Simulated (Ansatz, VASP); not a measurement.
**One calculation of V4O, two programs**

```
CELL_PARAMETERS angstrom
2.99718 0.00000 0.00000
0.00000 2.99718 0.00000
0.00000 0.00000 21.33338
ATOMIC_POSITIONS crystal
V 0.50000 0.50000 0.18750
V 0.00000 0.00000 0.25775
V 0.50000 0.50000 0.32672
V 0.00000 0.00000 0.39063
O 0.37500 0.37500 0.54297
```

Alike in both runs: task single point; functional PBE; k mesh 9 × 9 × 1; occupations gaussian, width 0.1 eV; no spin polarisation.

|  | VASP | Ansatz |
| --- | --- | --- |
| version | VASP 6.6.1 | Ansatz 0.2.0 |
| potentials or method | VASP PAW PBE potentials, release 64 (V_sv, O) | scalar-relativistic, plane waves, PAW |
| plane-wave cutoff (eV) | 520 | 420 |
| valence electrons in the cell | 58 | 58 |

Ansatz gave:

```
gap on the k mesh at the Fermi level (eV)  : none
rms of the force components (eV/Å)         : 0.457
work function, face that differs most (eV) : 9.37
```

Task: Which values does VASP return?

Result: gap on the k mesh at the Fermi level (eV): none; rms of the force components (eV/Å): 0.459; work function, face that differs most (eV): 9.36.

Atom by atom the forces differ by 0.007 eV/Å (rms over components). A gap of «none» marks a metal or a gap that the smearing closes. Ansatz warned: «vacuum_density_over_bound».

Caveats: the run has no spin polarisation, though such a crystal can be magnetic; semilocal functionals often make such compounds metallic where correlation or magnetic order opens a gap, which also shifts bond lengths.
